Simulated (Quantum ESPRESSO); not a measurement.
Crystal: SrO.

```
CELL_PARAMETERS angstrom
0.00000 2.56630 2.56630
2.56630 0.00000 2.56630
2.56630 2.56630 0.00000
ATOMIC_POSITIONS crystal
Sr 0.50000 0.50000 0.50000
O 0.00000 0.00000 0.00000
```

- Program: Quantum ESPRESSO 7.5
- Task: phonons and Raman activities
- Functional: PBEsol
- Potentials or basis: GBRV 1.5 PBEsol
- Cutoff: 612 eV
- Density cutoff: 4898 eV
- k mesh: 6 × 6 × 6, shifted
- Occupations: fermi-dirac, width 0.05 eV
- Spin: no spin polarisation
- Mixing beta: 0.5
- Most SCF iterations: 120
- SCF threshold: 4e-10 Ry

The cell and the atoms were relaxed first, to 16.81 Å³/atom (a = 3.622 Å, b = 3.622 Å, c = 3.622 Å, α = 60.00°, β = 60.00°, γ = 60.00°), and the response was taken there.

The first run showed a gap, so the response started from a second, tighter run with fixed occupations.

The run gives a transverse optical frequency of 204 cm⁻¹, an electronic dielectric constant of 3.86 and Born charges of ±2.46 e.

Question: What are the longitudinal frequency and the static dielectric constant?

Answer: The longitudinal mode lies at 460 cm⁻¹, 256 cm⁻¹ over the transverse one, and the static constant is 19.55. The two agree with the Lyddane-Sachs-Teller relation: (460/204)² = 5.08 and 19.55/3.86 = 5.06.
